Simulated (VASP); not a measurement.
# Ca (I4/mmm) in VASP: notebook

Runs on Ca. Level: PBE. Tasks: single point.

Program: VASP 6.6.1. These are calculated values, not measurements. Logs are shortened: lines on timing, memory, paths and dates and some standing lists are left out, and cuts for length are marked.

## 1. The cell of the first run

The structure is tetragonal, space group I4/mmm (No. 139). The conventional cell has a = 4.631 Å, b = 4.631 Å, c = 4.612 Å, α = 90.00°, β = 90.00°, γ = 90.00°. Around Ca (site symmetry 4/mmm) lie 8 Ca at 4.01 Å.

This isn't the form of Ca at room conditions, which is fcc.

## 2. Single point, PBE (strain +0.050 along x and y, +0.050 along z, atoms carried along)

Contents of INCAR:

```
SYSTEM = Ca
PREC = Accurate
ENCUT = 520
EDIFF = 1E-6
ISMEAR = 0
SIGMA = 0.15
LREAL = .False.
LASPH = .True.
NELM = 60
ALGO = Normal
ISIF = 2
LWAVE = .False.
LCHARG = .True.
GGA = PE
LELF = .True.
LVHAR = .True.
NBANDS = 11
```

Contents of KPOINTS:

```
Automatic mesh
0
Gamma
  16 16 16
  0 0 0
```

Contents of POSCAR:

```
Ca
1.0
   -2.3154651488      2.3154651488      2.3059205505
    2.3154651488     -2.3154651488      2.3059205505
    2.3154651488      2.3154651488     -2.3059205505
Ca
1
Direct
    0.5000000000      0.5000000000      0.0000000000
```

Potentials or basis: VASP PAW PBE potentials, release 64 (Ca_sv).

On the command line:

```
cat potpaw_PBE.64/Ca_sv/POTCAR > POTCAR
mpirun -np 1 vasp_std > vasp.out
```

OUTCAR:

```text
SYSTEM = Ca
   PREC = Accurate
   ENCUT = 520
   EDIFF = 1E-6
   ISMEAR = 0
   LREAL = .False.
   LASPH = .True.
   NELM = 60
   ISIF = 2
   GGA = PE

 ion  position               nearest neighbor table
   1  0.500  0.500  0.000-

  LATTYP: Found a body centered tetragonal cell.
 ALAT       =     4.6309302976
 C/A-ratio  =     0.9958778916

  Lattice vectors:

 A1 = (  -2.3154651488,   2.3154651488,   2.3059205505)
 A2 = (   2.3154651488,  -2.3154651488,   2.3059205505)
 A3 = (   2.3154651488,   2.3154651488,  -2.3059205505)

Analysis of symmetry for initial positions (statically):
=====================================================================
 Subroutine PRICEL returns:
 Original cell was already a primitive cell.

 Routine SETGRP: Setting up the symmetry group for a
 body centered tetragonal supercell.

 Subroutine GETGRP returns: Found 16 space group operations
 (whereof 16 operations were pure point group operations)
 out of a pool of 16 trial point group operations.

The static configuration has the point symmetry D_4h.

Analysis of symmetry for dynamics (positions and initial velocities):
=====================================================================
 Subroutine PRICEL returns:
 Original cell was already a primitive cell.

 Routine SETGRP: Setting up the symmetry group for a
 body centered tetragonal supercell.

 Subroutine GETGRP returns: Found 16 space group operations
 (whereof 16 operations were pure point group operations)
 out of a pool of 16 trial point group operations.

The dynamic configuration has the point symmetry D_4h.

 Subroutine INISYM returns: Found 16 space group operations
 (whereof 16 operations are pure point group operations),
 and found     1 'primitive' translations

----------------------------------------------------------------------------------------

                                     Primitive cell

  volume of cell :      49.4517

  direct lattice vectors                    reciprocal lattice vectors
    -2.315465149  2.315465149  2.305920551     0.000000000  0.215939333  0.216833143
     2.315465149 -2.315465149  2.305920551     0.215939333  0.000000000  0.216833143
     2.315465149  2.315465149 -2.305920551     0.215939333  0.215939333  0.000000000

  length of vectors
     4.005000287  4.005000287  4.005000287     0.306017005  0.306017005  0.305384333

  position of ions in fractional coordinates (direct lattice)
     0.500000000  0.500000000  0.000000000

  ion indices of the primitive-cell ions
   primitive index   ion index
                 1           1

----------------------------------------------------------------------------------------

 KPOINTS: Automatic mesh

Automatic generation of k-mesh.
 Grid dimensions read from file:
 generate k-points for:   16   16   16

 Generating k-lattice:

  Cartesian coordinates                     Fractional coordinates (reciprocal lattice)
     0.000000000  0.013496208  0.013552071     0.062500000  0.000000000  0.000000000
     0.013496208  0.000000000  0.013552071     0.000000000  0.062500000  0.000000000
     0.013496208  0.013496208  0.000000000     0.000000000  0.000000000  0.062500000

  Length of vectors
     0.019126063  0.019126063  0.019086521

  Shift w.r.t. Gamma in fractional coordinates (k-lattice)
     0.000000000  0.000000000  0.000000000

 Subroutine IBZKPT returns following result:
 ===========================================

 Found    349 irreducible k-points:

 Following reciprocal coordinates:
            Coordinates               Weight
  0.000000  0.000000  0.000000      1.000000
  0.062500  0.000000  0.000000      8.000000
  0.125000  0.000000  0.000000      8.000000
  0.187500  0.000000  0.000000      8.000000
  0.250000  0.000000  0.000000      8.000000
  0.312500  0.000000  0.000000      8.000000
[... 16 lines left out ...]
 -0.125000  0.062500  0.000000     16.000000
 -0.062500  0.062500  0.000000      4.000000
 [... further k-points ...]
   k-points           NKPTS =    349   k-points in BZ     NKDIM =    349   number of bands    NBANDS=     11
   number of dos      NEDOS =    301   number of ions     NIONS =      1
   total plane-waves  NPLWV =  27000
   dimension x,y,z NGX =    30 NGY =   30 NGZ =   30
   dimension x,y,z NGXF=    60 NGYF=   60 NGZF=   60
   ions per type =               1
   NGX,Y,Z   is equivalent  to a cutoff of  12.45, 12.45, 12.45 a.u.
   NGXF,Y,Z  is equivalent  to a cutoff of  24.91, 24.91, 24.91 a.u.
 SYSTEM =  Ca
   PREC   = accura    normal or accurate (medium, high low for compatibility)
   ISTART =      0    job   : 0-new  1-cont  2-samecut
   ICHARG =      2    charge: 1-file 2-atom 10-const
   ISPIN  =      1    spin polarized calculation?
   LNONCOLLINEAR =      F non collinear calculations
   LSORBIT =      F    spin-orbit coupling
   LASPH  =      T    aspherical Exc in radial PAW
   ENCUT  =  520.0 eV  38.22 Ry    6.18 a.u.   7.45  7.45  7.45*2*pi/ulx,y,z
   NELM   =     60;   NELMIN=  2; NELMDL= -5     # of ELM steps
   EDIFF  = 0.1E-05   stopping-criterion for ELM
   LREAL  =      F    real-space projection
   EDIFFG = 0.1E-04   stopping-criterion for IOM
   NSW    =      0    number of steps for IOM
   IBRION =     -1    ionic relax: 0-MD 1-quasi-New 2-CG
   NFREE  =      0    steps in history (QN), initial steepest desc. (CG)
   ISIF   =      2    stress and relaxation
   ISYM   =      2    0-nonsym 1-usesym 2-fastsym
   POTIM  = 0.5000    time-step for ionic-motion
   TEBEG  =    0.0;   TEEND  =   0.0 temperature during run
   PSTRESS=    0.0 pullay stress
   NELECT =      10.0000    total number of electrons
   NUPDOWN=      -1.0000    fix difference up-down
   EMIN   =  10.00;   EMAX   =-10.00  energy-range for DOS
   EFERMI =   0.00;   METHOD = LEGACY
   ISMEAR =     0;   SIGMA  =   0.15  broadening in eV -4-tet -1-fermi 0-gaus
   EFERMI_NEDOS =   21; number of points for ismear=-14 and -15
   IALGO  =     38    algorithm
   IMIX   =      4    mixing-type and parameters
     AMIX     =   0.40;   BMIX     =  1.00
     AMIX_MAG =   1.60;   BMIX_MAG =  1.00
  volume/ion in A,a.u.               =      49.45       333.72
  Fermi-wavevector in a.u.,A,eV,Ry     =   0.960907  1.815850 12.562826  0.923342
  Thomas-Fermi vector in A             =   2.090232
   LORBIT       =      0    0 simple, 1 ext, 2 COOP (PROOUT), +10 PAW based schemes
   GGA     = PE    functional components
   LHFCALC =     F    Hartree Fock is set to
   AEXX    =    0.0000 exact exchange contribution
   IVDW    =     0    specifies the selected vdW correction
   LEPSILON=     F    determine dielectric tensor
   LRPA    =     F    only Hartree local field effects (RPA)
 non-spin polarized calculation
 Gauss-broadening in eV      SIGMA  =   0.15
  energy-cutoff  :      520.00
  volume of cell :       49.45
 maximum number of plane-waves:      1361
 NGX is ok and might be reduce to    30
   NGX = 15   NGY = 15   NGZ = 15

 number of electron      10.0000001 magnetization

 Free energy of the ion-electron system (eV)
  ---------------------------------------------------
  ext. energy  EPLUGINS =         0.00000000
  ---------------------------------------------------
  free energy    TOTEN  =        -1.87052486 eV

  energy without entropy =       -1.85288107  energy(sigma->0) =       -1.86170296

 E-fermi :   1.4163     XC(G=0):  -7.2627

 val. band max:        1.4095984710   @ k =   0.5000   0.5000   0.2500
 cond. band min:       1.4184813218   @ k =  -0.4375   0.5000   0.0625
 fundamental gap:      0.0088828507
 Fermi energy:         1.4163119251

 k-point     1 :       0.0000    0.0000    0.0000
  band No.  band energies     occupation
      1     -41.0294      2.00000
      2     -21.9572      2.00000
      3     -21.9570      2.00000
      4     -21.9570      2.00000
      5      -2.3640      2.00000
      6       3.4658      0.00000
      7       3.4816      0.00000
      8       3.4816      0.00000
      9       4.3598      0.00000
     10       4.3787      0.00000
     11      10.8378      0.00000

 k-point     2 :       0.0625    0.0000    0.0000
  band No.  band energies     occupation
      1     -41.0291      2.00000
      2     -21.9601      2.00000
      3     -21.9580      2.00000
      4     -21.9571      2.00000
      5      -2.3018      2.00000
      6       3.4366      0.00000
      7       3.4603      0.00000
      8       3.5184      0.00000
      9       4.3292      0.00000
     10       4.3675      0.00000
     11      10.7240      0.00000

 k-point     3 :       0.1250    0.0000    0.0000
  band No.  band energies     occupation
      1     -41.0284      2.00000
      2     -21.9685      2.00000
      3     -21.9609      2.00000
      4     -21.9571      2.00000
      5      -2.1168      2.00000
      6       3.3367      0.00000
      7       3.3707      0.00000
      8       3.6482      0.00000
      9       4.2444      0.00000
     10       4.3724      0.00000
     11      10.1696      0.00000

 k-point     4 :       0.1875    0.0000    0.0000
  band No.  band energies     occupation
      1     -41.0272      2.00000
      2     -21.9810      2.00000
      3     -21.9653      2.00000
      4     -21.9570      2.00000
      5      -1.8149      2.00000
      6       3.1668      0.00000
      7       3.1948      0.00000
      8       3.8587      0.00000
      9       4.1991      0.00000
     10       4.3888      0.00000
     11       9.2026      0.00000

 k-point     5 :       0.2500    0.0000    0.0000
  band No.  band energies     occupation
      1     -41.0259      2.00000
      2     -21.9958      2.00000
      3     -21.9705      2.00000
      4     -21.9569      2.00000
      5      -1.4065      2.00000
      6       2.8562      0.00000
      7       3.0385      0.00000
      8       4.1383      0.00000
      9       4.2167      0.00000
     10       4.4203      0.00000
     11       8.1569      0.00000
[... 211 lines left out ...]
 k-point    21 :      -0.2500    0.0625    0.0000
  band No.  band energies     occupation
      1     -41.0265      2.00000
      2     -21.9896      2.00000
      3     -21.9676      2.00000
      4     -21.9581      2.00000
      5      -1.5800      2.00000
      6       3.0032      0.00000
      7       3.0965      0.00000
      8       4.0238      0.00000
      9       4.1601      0.00000
     10       4.4359      0.00000
     11       8.6804      0.00000

 k-point    22 :      -0.1875    0.0625    0.0000
  band No.  band energies     occupation
      1     -41.0277      2.00000
      2     -21.9763      2.00000
      3     -21.9625      2.00000
      4     -21.9581      2.00000
      5      -1.9353      2.00000
      6       3.2474      0.00000
      7       3.2583      0.00000
      8       3.7808      0.00000
      9       4.1734      0.00000
     10       4.4055      0.00000
     11       9.7334      0.00000

 k-point    23 :      -0.1250    0.0625    0.0000
  band No.  band energies     occupation
      1     -41.0286      2.00000
      2     -21.9659      2.00000
      3     -21.9592      2.00000
      4     -21.9577      2.00000
      5      -2.1786      2.00000
      6       3.3777      0.00000
      7       3.3921      0.00000
      8       3.6118      0.00000
      9       4.2486      0.00000
     10       4.3850      0.00000
     11      10.4414      0.00000

 k-point    24 :      -0.0625    0.0625    0.0000
  band No.  band energies     occupation
      1     -41.0291      2.00000
      2     -21.9600      2.00000
      3     -21.9582      2.00000
      4     -21.9570      2.00000
      5      -2.3020      2.00000
      6       3.4450      0.00000
      7       3.4458      0.00000
      8       3.5255      0.00000
      9       4.3166      0.00000
     10       4.3794      0.00000
     11      10.7019      0.00000

 [... further k-points ...]

------------------------ aborting loop because EDIFF is reached ----------------------------------------

  FORCE on cell =-STRESS in cart. coord.  units (eV):
  Direction    XX          YY          ZZ          XY          YZ          ZX
  --------------------------------------------------------------------------------------
  -------------------------------------------------------------------------------------
  Total       -0.6409255     -0.6409255     -0.6413654      0.0000000      0.0000000      0.0000000
  in kB      -20.7652573    -20.7652573    -20.7795078      0.0000000      0.0000000      0.0000000
  external PRESSURE =     -20.7700075 kB  Pullay stress =       0.0000000 kB

 VOLUME and BASIS-vectors are now :
 -----------------------------------------------------------------------------
  energy-cutoff  :      520.00
  volume of cell :       49.45
      direct lattice vectors                 reciprocal lattice vectors
    -2.315465149  2.315465149  2.305920551     0.000000000  0.215939333  0.216833143
     2.315465149 -2.315465149  2.305920551     0.215939333  0.000000000  0.216833143
     2.315465149  2.315465149 -2.305920551     0.215939333  0.215939333  0.000000000

 POSITION                                       TOTAL-FORCE (eV/Angst)
 -----------------------------------------------------------------------------------
      0.00000      0.00000      2.30592         0.000000      0.000000     -0.000000
 -----------------------------------------------------------------------------------
    total drift:                                0.000000     -0.000000      0.000000

  FREE ENERGIE OF THE ION-ELECTRON SYSTEM (eV)
  ---------------------------------------------------
  free  energy   TOTEN  =        -1.8705248560 eV

  energy  without entropy=       -1.8528810661  energy(sigma->0) =       -1.86170296
```

It took 4.6 min on 1 thread of AMD EPYC, shared host; peak memory 0.28 GiB.

Results:

```
Free energy            : -1.8705 eV
Pressure               : -2.1 GPa
Band gap on the k mesh : none (metal or under the smearing width)
```

## 3. Single point, PBE (strain -0.050 along x and y, +0.025 along z, atoms carried along)

Contents of INCAR:

```
SYSTEM = Ca
PREC = Accurate
ENCUT = 520
EDIFF = 1E-6
ISMEAR = 0
SIGMA = 0.15
LREAL = .FALSE.
LASPH = .TRUE.
NELM = 60
ALGO = Fast
ISIF = 2
LWAVE = .FALSE.
LCHARG = .TRUE.
GGA = PE
LELF = .TRUE.
LVHAR = .TRUE.
NBANDS = 11
```

Contents of KPOINTS:

```
Automatic mesh
0
G
  16 16 16
  0 0 0
```

Contents of POSCAR:

```
Ca
1.0
   -2.0949446584      2.0949446584      2.2510176802
    2.0949446584     -2.0949446584      2.2510176802
    2.0949446584      2.0949446584     -2.2510176802
Ca
1
Direct
    0.5000000000      0.5000000000      0.0000000000
```

Potentials or basis: VASP PAW PBE potentials, release 64 (Ca_sv).

On the command line:

```
cat potpaw_PBE.64/Ca_sv/POTCAR > POTCAR
mpirun -np 1 vasp_std > vasp.out
```

Run time: 4.2 min. Hardware: 1 thread of AMD EPYC, shared host; peak memory 0.24 GiB.

Results (log left out):

- Free energy: -1.9134 eV
- Pressure: 1.2 GPa
- Band gap on the k mesh: none (metal or under the smearing width)

Stress tensor (GPa, compression positive):
```
1.16 0.00 0.00
0.00 1.16 0.00
0.00 0.00 1.33
```

Levels at points of the mesh, in eV from the Fermi level:
| k point | band 1 | band 2 | band 3 | band 4 | band 5 | band 6 | band 7 | band 8 | band 9 | band 10 |
| --- | --- | --- | --- | --- | --- | --- | --- | --- | --- | --- |
| (0.00, 0.00, 0.00) | -41.90 | -22.81 | -22.81 | -22.80 | -4.19 | 2.30 | 2.30 | 2.63 | 3.29 | 3.70 |
| (0.50, 0.00, 0.00) | -41.88 | -22.99 | -22.87 | -22.81 | -0.98 | -0.04 | 1.51 | 3.22 | 3.85 | 4.61 |
| (0.50, 0.50, 0.00) | -41.88 | -22.99 | -22.87 | -22.82 | -0.85 | 0.22 | 1.09 | 3.70 | 3.94 | 4.68 |
| (0.50, 0.50, 0.50) | -41.87 | -22.94 | -22.93 | -22.93 | -0.12 | 0.06 | 3.42 | 4.34 | 4.43 | 4.43 |

## 4. Single point, PBE (strain +0.050 along x and y, -0.025 along z, atoms carried along)

Contents of INCAR:

```
SYSTEM = Ca
PREC     = Accurate       ! precision mode
ENCUT    = 520            ! plane-wave cutoff, eV
EDIFF    = 1E-7           ! SCF threshold, eV
ISMEAR   = 0              ! smearing method
SIGMA    = 0.15           ! smearing width, eV
LREAL    = .False.        ! projectors in reciprocal space
LASPH    = .True.         ! aspherical terms in the spheres
NELM     = 60             ! most SCF steps
ALGO     = Fast           ! electronic algorithm
ISIF     = 2              ! what is computed and relaxed
LWAVE    = .False.        ! write WAVECAR
LCHARG   = .False.        ! write CHGCAR
GGA      = PE             ! functional
NBANDS   = 11             ! bands
```

Contents of KPOINTS:

```
Automatic mesh
0
Gamma
  16 16 16
  0 0 0
```

Contents of POSCAR:

```
Ca
1.0
   -2.3154651488      2.3154651488      2.1412119398
    2.3154651488     -2.3154651488      2.1412119398
    2.3154651488      2.3154651488     -2.1412119398
Ca
1
Direct
    0.5000000000      0.5000000000      0.0000000000
```

On the command line:

```
cat potpaw_PBE.64/Ca_sv/POTCAR > POTCAR
mpirun -np 1 vasp_std > vasp.out
```

It took 6.2 min on 1 thread of AMD EPYC, shared host; peak memory 0.27 GiB.

It converged, with:

| Quantity | Value |
| --- | --- |
| Free energy | -1.9067 eV |
| Pressure | -1.3 GPa |
| Band gap on the k mesh | none (metal or under the smearing width) |

Stress tensor (GPa, compression positive):
```
-1.32  0.00  0.00
 0.00 -1.32  0.00
 0.00  0.00 -1.16
```

Levels at points of the mesh, in eV from the Fermi level:
```csv
k point,band 3,band 4,band 5,band 6,band 7,band 8
"(0.00, 0.00, 0.00)",-23.19,-23.19,-3.92,1.96,2.30,2.30
"(0.50, 0.00, 0.00)",-23.22,-23.19,-0.80,0.00,1.17,3.06
"(0.50, 0.50, 0.00)",-23.23,-23.18,-0.99,-0.24,1.59,2.77
"(0.50, 0.50, 0.50)",-23.27,-23.26,0.06,0.19,3.20,3.20
```

## 5. Overview

```tsv
cell	gap on the mesh (eV)	pressure (GPa)
strain +0.050 along x and y, +0.050 along z, atoms carried along	none	-2.1
strain -0.050 along x and y, +0.025 along z, atoms carried along	none	1.2
strain +0.050 along x and y, -0.025 along z, atoms carried along	none	-1.3
```

Alike in all rows: task single point; level PBE; potentials or basis VASP PAW PBE potentials, release 64 (Ca_sv); no spin polarisation; k mesh 16 × 16 × 16; cutoff (eV) 520; smearing gaussian 0.15 eV.

Absolute energies hang on the potentials; compare differences alone.
